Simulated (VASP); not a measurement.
**A VASP 6.6.1 single-point calculation on NaCl**

INCAR

```
LWAVE = .FALSE.
ISMEAR = -1
NSW = 0
ENCUT = 600
LREAL = .FALSE.
SIGMA = 0.02
LASPH = .TRUE.
EDIFF = 1E-7
IBRION = -1
ISIF = 2
LCHARG = .FALSE.
PREC = Accurate
GGA = PE
NELM = 58
NBANDS = 14
```

KPOINTS

```
KPOINTS created by Atomic Simulation Environment
0
Gamma
8 8 8
0 0 0
```

POSCAR

```
Na Cl
 1.0000000000000000
     0.0000000000000000    2.7466448488999999    2.7466448488999999
     2.7466448488999999    0.0000000000000000    2.7466448488999999
     2.7466448488999999    2.7466448488999999    0.0000000000000000
 Na  Cl
   1   1
Cartesian
  0.0000000000000000  0.0000000000000000  0.0000000000000000
  2.7466448488999999  2.7466448488999999  2.7466448488999999
```

The recommended PBE PAW datasets give the neutral cell 14 valence electrons.

Command

```
mpirun -np 1 vasp_std
```

Task: Predict the outcome of this run.

Result: It converged. Results: gap between bands v and c on the k mesh 5.43 eV; least direct gap on the k mesh 5.43 eV; pressure 3.3 GPa. Band v is the last that the valence electrons fill when counted band by band, and c is the next.

OSZICAR

```
N       E                     dE             d eps       ncg     rms          rms(c)
DAV:   1     0.109167687999E+03    0.10917E+03   -0.76337E+03   818   0.116E+03
DAV:   2     0.216616691505E+01   -0.10700E+03   -0.97296E+02   902   0.295E+02
DAV:   3    -0.676925224458E+01   -0.89354E+01   -0.88781E+01  1064   0.770E+01
DAV:   4    -0.691603994613E+01   -0.14679E+00   -0.14672E+00   926   0.103E+01
DAV:   5    -0.691921584629E+01   -0.31759E-02   -0.31757E-02  1080   0.156E+00    0.219E+00
DAV:   6    -0.673973886405E+01    0.17948E+00   -0.28820E-01   990   0.331E+00    0.164E+00
DAV:   7    -0.672818934654E+01    0.11550E-01   -0.80842E-02  1088   0.172E+00    0.111E+00
DAV:   8    -0.673325666556E+01   -0.50673E-02   -0.91057E-03   896   0.858E-01    0.308E-01
DAV:   9    -0.673313274316E+01    0.12392E-03   -0.21528E-04  1034   0.120E-01    0.153E-01
DAV:  10    -0.673322118441E+01   -0.88441E-04   -0.23357E-04   926   0.136E-01    0.517E-02
DAV:  11    -0.673321443762E+01    0.67468E-05   -0.15367E-05  1022   0.410E-02    0.910E-03
DAV:  12    -0.673321486320E+01   -0.42558E-06   -0.15864E-06   968   0.133E-02    0.138E-03
DAV:  13    -0.673321529203E+01   -0.42883E-06   -0.22555E-07   950   0.324E-03    0.357E-03
DAV:  14    -0.673321510246E+01    0.18957E-06   -0.49936E-08   712   0.147E-03    0.303E-04
DAV:  15    -0.673321510769E+01   -0.52235E-08   -0.32891E-09   562   0.527E-04
   1 F= -.67332151E+01 E0= -.67332151E+01  d E =-.107363E-10
```

Standard output (part)

```
POSCAR found type information on POSCAR NaCl
 POSCAR found :  2 types and       2 ions
 LDA part: xc-table for (Slater+PW92), standard interpolation
 POSCAR, INCAR and KPOINTS ok, starting setup
 WAVECAR not read
 entering main loop
```

For comparison, a separate PBE run of the intended cell, on usual settings and not on those above, gives a gap of 5.43 eV on its mesh and a pressure of 3.3 GPa.
